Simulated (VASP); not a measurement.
Write the native input for VASP 6.6.1 that does the following.

| Property | Result |
| --- | --- |
| Task | single point |
| Functional | PBE |
| Potentials or basis | VASP PAW PBE potentials, release 64 (Al, N) |
| Cutoff | 520 eV |
| k mesh | 9 × 9 × 7 |
| Occupations | fermi-dirac, width 0.05 eV |
| Spin | no spin polarisation |
| Further INCAR settings | ALGO = Normal; EDIFF = 1e-07; NBANDS = 16 |

The structure of AlN lies in POSCAR:

```
AlN
1.0
    3.3121157418      0.0000000000      0.0000000000
   -1.6560578709      2.8683763727      0.0000000000
    0.0000000000      0.0000000000      4.1875630000
Al N
2 2
Direct
    0.6666666667      0.3333333333      0.2500000000
    0.3333333333      0.6666666667      0.7500000000
    0.6666666667      0.3333333333      0.7500000000
    0.3333333333      0.6666666667      0.2500000000
```

Measurements of this composition are mostly on another form, of space group No. 186.

These files were run (other wordings do the same):

INCAR

```
PREC = Accurate
ENCUT = 520
EDIFF = 1E-7
ISMEAR = -1
SIGMA = 0.05
LREAL = F
LASPH = T
NELM = 60
ALGO = Normal
ISIF = 2
LWAVE = F
LCHARG = T
GGA = PE
LELF = T
LVHAR = T
NBANDS = 16
```

KPOINTS

```
regular mesh
0
Gamma
  9 9 7
```

Potentials or basis: VASP PAW PBE potentials, release 64 (Al, N).

Launch:

```console
$ cat potpaw_PBE.64/Al/POTCAR potpaw_PBE.64/N/POTCAR > POTCAR
$ mpirun -np 1 vasp_std > vasp.out
```

Results of the run:

```json
{
  "Pressure": "0.0 GPa",
  "Band gap on the k mesh": "3.27 eV, direct"
}
```

Caveat: an odd mesh through Γ misses points on the zone boundary, where band edges often lie.

It took 50 s on 1 thread of Intel(R) Xeon(R) Platinum 8375C CPU @ 2.90GHz (Ice Lake), with other jobs on the host, peak memory 0.17 GiB.
